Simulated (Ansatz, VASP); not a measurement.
ZrC: VASP beside Ansatz

```
Zr C
1.0
     3.39148    0.00000    0.00000
    -1.69574    2.93710    0.00000
     0.00000    0.00000    5.29005
Zr C
2 2
Direct
  0.66667 0.33333 0.75000
  0.33333 0.66667 0.25000
  0.00000 0.00000 0.50000
  0.00000 0.00000 0.00000
```

The cell comes from a database or a generator and needn't be the stable form of this composition.

Alike in both runs: functional LDA; k mesh 9 × 9 × 5; occupations fermi-dirac, width 0.05 eV; no spin polarisation.

|  | VASP | Ansatz |
| --- | --- | --- |
| version | VASP 6.6.1 | Ansatz 0.2.0 |
| potentials or method | VASP PAW LDA potentials, release 64 (Zr_sv, C) | Ansatz PAW |
| plane-wave cutoff (eV) | 520 | 420 |
| valence electrons in the cell | 32 | 32 |
| task | single point | band structure |

Ansatz gave:

* gap on the k mesh at the Fermi level (eV): none
* pressure (GPa): -11.8
* largest component of the traceless stress (GPa): 1.40

Estimate VASP's values.

gap on the k mesh at the Fermi level (eV): none; pressure (GPa): -11.2; largest component of the traceless stress (GPa): 1.35.

A gap of «none» marks a metal or a gap that the smearing closes.

Caveats: the PAW data sets come from PBE, with cores solved anew for the run's functional, which leaves a small shift of forces and pressure (Ansatz).
